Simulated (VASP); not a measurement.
Write the native input for VASP 6.6.1 that does the following.

```yaml
Task: single point
Functional: r2SCAN
Potentials_or_basis: VASP PAW PBE potentials, release 64 (Cd, Se)
Cutoff: 520 eV
k_mesh: 4 × 4 × 4
Occupations: gaussian, width 0.01 eV
Spin: no spin polarisation
Dipole_correction: no
Further_INCAR_settings: ALGO = Normal; EDIFF = 1e-06; NBANDS = 16
```

CdSe:

```
Cd Se
1.0
     0.00000    3.06778    3.06778
     3.06778    0.00000    3.06778
     3.06778    3.06778    0.00000
Cd Se
1 1
Direct
  0.00000 0.00000 0.00000
  0.25000 0.25000 0.25000
```

The cell was built by a generator and needn't be a form met in nature.

The input as run:

POSCAR

```
CdSe
1.0
    0.0000000000      3.0677809647      3.0677809647
    3.0677809647      0.0000000000      3.0677809647
    3.0677809647      3.0677809647      0.0000000000
Cd Se
1 1
Direct
    0.0000000000      0.0000000000      0.0000000000
    0.2500000000      0.2500000000      0.2500000000
```

INCAR.step1

```
ALGO = Normal ; EDIFF = 1E-4
ENCUT = 520 ; GGA = PE
ISMEAR = 0 ; LASPH = T
LCHARG = F ; LREAL = F
LWAVE = T ; NBANDS = 16
NELM = 60 ; PREC = Accurate
SIGMA = 0.01
```

INCAR.step2

```
ALGO = Normal ; EDIFF = 1E-6
ENCUT = 520 ; ISIF = 2
ISMEAR = 0 ; ISTART = 1
LASPH = T ; LCHARG = T
LELF = T ; LMIXTAU = T
LREAL = F ; LVHAR = T
LWAVE = F ; METAGGA = R2SCAN
NBANDS = 16 ; NELM = 60
PREC = Accurate ; SIGMA = 0.01
```

KPOINTS

```
k-points
0
Gamma
  4 4 4
```

Potentials or basis: VASP PAW PBE potentials, release 64 (Cd, Se).

Command:

```console
$ cat potpaw_PBE.64/Cd/POTCAR potpaw_PBE.64/Se/POTCAR > POTCAR
$ cp INCAR.step1 INCAR
$ mpirun -np 1 vasp_std > vasp.out
$ cp INCAR.step2 INCAR
$ mpirun -np 1 vasp_std > vasp.out
```

It gave:

The pressure is 0.4 GPa and the band gap on the k mesh is 1.01 eV, direct.

Caveat: the k mesh is coarse (spacing up to 0.44 Å⁻¹), so the values aren't converged; the PAW data sets were made with another functional, which shifts forces and pressure a little.

Run time: 25 s on 1 thread of AMD EPYC 9R45 96-Core Processor (Zen 5), with other jobs on the host, peak memory 0.16 GiB.
